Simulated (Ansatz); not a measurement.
## NiAl and the effect of the fixed moment of the cell

```cif
data_structure
_symmetry_space_group_name_H-M 'P 1'
_symmetry_Int_Tables_number 1
_cell_length_a 2.8810
_cell_length_b 2.8810
_cell_length_c 2.8810
_cell_angle_alpha 90.000
_cell_angle_beta 90.000
_cell_angle_gamma 90.000
_cell_volume 23.91
loop_
_atom_site_label
_atom_site_type_symbol
_atom_site_fract_x
_atom_site_fract_y
_atom_site_fract_z
_atom_site_occupancy
Ni1 Ni 0.50000 0.50000 0.50000 1
Al1 Al 0.00000 0.00000 0.00000 1
```

Kept alike: task single point; functional PBEsol; k mesh 8 × 8 × 8; occupations fermi-dirac, width 0.05 eV. Program: Ansatz, Ansatz PAW, cutoff 420 eV. The mesh is that of the run's cell of 2 atoms. No spin-orbit coupling.

| fixed moment of cell, M (μB) | pressure (GPa) | largest site moment (μB) | free energy over the lowest row (meV/atom) |
| --- | --- | --- | --- |
| 0 | -3.12 | 0.00 | 0.00 |
| 0.2 | -3.08 | 0.16 | 4.74 |
| 0.5 | -2.44 | 0.38 | 57.18 |
| 0.8 | -0.87 | 0.58 | 157.83 |
| 1 | 0.47 | 0.71 | 256.28 |
| 1.2 | 2.61 | 0.85 | 380.82 |
| 1.5 | 7.05 | 1.03 | 625.41 |
| 2 | 15.72 | 1.31 | 1136.38 |

Pressure is positive in compression, with a Pulay correction for the finite cutoff. For a metal such a mesh leaves the last digits unconverged. The runs hold the magnetic state that their start led to, which needn't be the lowest. Site moments count inside each atom's sphere or projector. All rows use potentials made for PBE.

The pressure rises from -3.12 to 15.72 GPa between 0 and 2 μB. The largest site moment rises from 0.00 to 1.31 μB between 0 and 2 μB. The free energy rises from 0.00 to 1136.38 meV/atom between 0 and 2 μB.

Forcing a net moment on NiAl costs energy at every step, so among the ferromagnetic states sampled the cell prefers zero moment, in line with the known absence of magnetic order in the compound. Hybridization with Al sp states leaves the Ni d band nearly full and the density of states at the Fermi level low. Exchange gain therefore cannot repay the band energy spent in moving electrons from one spin channel to the other.

The largest site moment, presumably on Ni, grows more slowly than the cell moment. This suggests that, as the few d holes are used up, more of the polarization has to go into diffuse sp states. The pressure changes sign between 0.8 and 1 μB: the unpolarized cell would contract, while the strongly polarized one would expand, probably because electrons are moved from bonding into less bonding or antibonding states. At large moments the energy cost thus includes some elastic strain, which relaxing the volume would lower.
